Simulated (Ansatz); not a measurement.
Runs of Ansatz 0.2.0 on Re. The structure is hexagonal, space group P6_3/mmc (No. 194). Conventional cell: a = 2.761 Å, b = 2.761 Å, c = 4.458 Å, α = 90.00°, β = 90.00°, γ = 120.00°. Around Re (site symmetry -6m2) lie 12 Re at 2.74 to 2.76 Å. 

```tsv
task	level	spin	cell	k mesh	cutoff (eV)	points for each segment of the path	gap on the mesh (eV)	pressure (GPa)	relaxed volume (Å³/atom)
relaxation of cell and atoms	PBE	off	relaxed	11 × 11 × 6	420	-	-	0.0	(a)
band structure	r2SCAN	off	as given	11 × 11 × 6	500	14	none	-0.4	-
band structure	PBE	SOC, no magnetisation	as given	8 × 8 × 5	420	14	none	6.6	-
relaxation of cell and atoms	RPBE+D3(BJ)	off	relaxed	11 × 11 × 6	420	-	none	0.0	13.43
band structure	PBEsol	off	as given	11 × 11 × 6	420	14	none	(b)	-
```

Alike in all rows: potentials or basis Ansatz PAW; smearing fermi-dirac 0.05 eV.

Task: Fill in the values left out.

Result: (a) 14.95; (b) -4.2.

Caveats: the PAW data sets come from PBE, with cores solved anew for the run's functional, which leaves a small shift of forces and pressure (some runs); the plane-wave basis is chosen anew once the cell has moved, so the energies of steps on either side of that aren't comparable (some runs); spin-orbit coupling is left out, which moves the levels of the heavy elements (some runs); pairwise dispersion overbinds metals, which lowers pressure and volume (some runs).

A k mesh can miss the band edges, and rows without SOC leave out spin-orbit coupling on Re.

A gap of «none» marks a metal or a gap under the smearing width.
